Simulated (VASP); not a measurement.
## VASP 6.6.1 run: Si

INCAR

```
IBRION = -1
NBANDS = 11
ISIF = 2
SIGMA = 0.02
ENCUT = 520
ISMEAR = -1
LWAVE = .FALSE.
LREAL = .FALSE.
NSW = 0
LASPH = .TRUE.
NELM = 97
LCHARG = .FALSE.
EDIFF = 1E-7
PREC = Accurate
GGA = XX
```

KPOINTS

```
KPOINTS created by Atomic Simulation Environment
0
Gamma
8 8 8
0 0 0
```

POSCAR

```
Si
 1.0000000000000000
     0.0000000000000000    2.8310036514000001    2.6414737678000000
     2.8310036514000001    0.0000000000000000    2.6414737678000000
     2.8310036514000001    2.8310036514000001    0.0000000000000000
 Si
   2
Cartesian
  0.0000000000000000  0.0000000000000000  0.0000000000000000
  1.4155018257000000  1.4155018257000000  1.3207368839000000
```

The recommended PBE PAW datasets give the neutral cell 8 valence electrons.

Command

```
mpirun -np 1 vasp_std
```

Standard output (part)

```
POSCAR found type information on POSCAR Si
 POSCAR found :  1 types and       2 ions
|     EEEEEEE  RRRRRR   RRRRRR   OOOOOOO  RRRRRR      ###     ###     ###     |
|     E        R     R  R     R  O     O  R     R     ###     ###     ###     |
|     E        R     R  R     R  O     O  R     R     ###     ###     ###     |
|     EEEEE    RRRRRR   RRRRRR   O     O  RRRRRR       #       #       #      |
|     E        R    R   R    R   O     O  R    R      ###     ###     ###     |
|     EEEEEEE  R     R  R     R  OOOOOOO  R     R     ###     ###     ###     |
|     Error: One of the selected functionals does not exist.                  |
|       ---->  I REFUSE TO CONTINUE WITH THIS SICK JOB ... BYE!!! <----       |
```

VASP stopped before the first electronic step.

Q: What is wrong with this input?

A: Unknown functional word. VASP stopped before the first electronic step.
